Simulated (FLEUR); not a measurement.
Crystal: KTaO3.

```
Ta K O
1.0
     3.98830    0.00000    0.00000
     0.00000    3.98830    0.00000
     0.00000    0.00000    3.98830
Ta K O
1 1 3
Direct
  0.00000 0.00000 0.00000
  0.50000 0.50000 0.50000
  0.00000 0.00000 0.50000
  0.00000 0.50000 0.00000
  0.50000 0.00000 0.00000
```

Program: FLEUR MaX-R8.1 (later development tree). Alike in all runs: task band structure; potentials or basis all-electron, FLAPW; cell as given; smearing fermi-dirac 0.05 eV; kmax 5.41 1/bohr.

Problem. Order these runs on this cell by their band gap on the k mesh, lowest first.
A. level PBE; spin off; k mesh 7 × 7 × 7; muffin-tin radii Ta 2.16, K 2.49, O 1.33 bohr; lmax Ta 9, K 10, O 8; lnonsphr Ta 9, K 10, O 8
B. level SCAN; spin off; k mesh 7 × 7 × 7; muffin-tin radii Ta 2.16, K 2.66, O 1.33 bohr; lmax Ta 9, K 11, O 8
C. level PBEsol; spin SOC, no magnetisation; k mesh 5 × 5 × 5; muffin-tin radii Ta 2.16, K 2.66, O 1.33 bohr; lmax Ta 9, K 11, O 8

Solution. C (2.08 eV), A (2.29 eV), B (2.63 eV).

Caveats: spin-orbit coupling is left out, which moves the levels of the heavy elements (some runs); spin-orbit coupling is added in second variation on a limited number of bands (some runs); the mesh misses the band edges, which the band path finds closer together (some runs); the meta-GGA is that of a development version, with a GGA for the radial functions and cores and without core tails (some runs).

Not every run made on this cell is shown here.
